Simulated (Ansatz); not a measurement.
# BN under changes of volume

One of the cells (8.249 Å³/atom); the others are scaled copies at fixed shape and fractional positions:

```xyz
2
Lattice="2.5080 0.0000 0.0000 -1.2467 2.1762 0.0000 -0.6307 -1.0881 3.0225" Properties=species:S:1:pos:R:3 pbc="T T T"
N     0.6410   -0.3484    2.9772
B     1.2297    2.1384    0.0055
```

The cell comes from a database or a generator and needn't be the stable form of this composition.

| Item | Value |
| --- | --- |
| Program | Ansatz 0.2.0 |
| Functional | PBE |
| Potentials or basis | all-electron LAPW, scalar-relativistic |
| Cutoff | 610 eV (chosen from the basis error) |
| Basis error allowed | 0.0005 eV/atom |
| k mesh | 13 × 13 × 9 |
| Occupations | fermi-dirac, width 0.05 eV |
| Spin | no spin polarisation |

```csv
volume (Å³/atom),energy over the lowest point (meV/atom),pressure (GPa),gap on the mesh (eV),largest force (eV/Å)
7.754,45.63,23.9,2.80,3.132
7.919,24.62,17.0,2.82,2.990
8.084,10.39,10.7,2.83,2.856
8.249,2.36,5.0,2.84,2.729
8.414,0.00,-0.3,2.85,2.609
8.579,2.81,-5.1,2.86,2.495
8.744,?,?,?,?
```

Problem. What does the run at 8.744 Å³/atom give?

Solution. Energy over the lowest point 10.34 meV/atom; pressure -9.5 GPa; gap on the mesh 2.86 eV; largest force 2.387 eV/Å.

Worked out: A Birch-Murnaghan fit of order 3 (a polynomial in V^(-2/3)) to the other rows has its minimum at 8.40 Å³/atom with B0 = V·E''(V) = 257 GPa and B' = 3.6 at fixed shape and positions, which overstates the stiffness. It gives 10.36 meV/atom at 8.744 Å³/atom, against the run's 10.34, and -dE/dV = -9.5 GPa, against -9.5. A straight line through the other rows of the gap, of slope 0.566 eV per unit of ln V, extrapolates to 2.87 eV, against the run's 2.86.

Energies are extrapolated to zero smearing.

Caveats: an odd mesh through Γ misses points on the zone boundary, where band edges often lie; forces of over 1 eV/Å show positions far from the minimum, so gaps and moduli don't describe the material at rest.
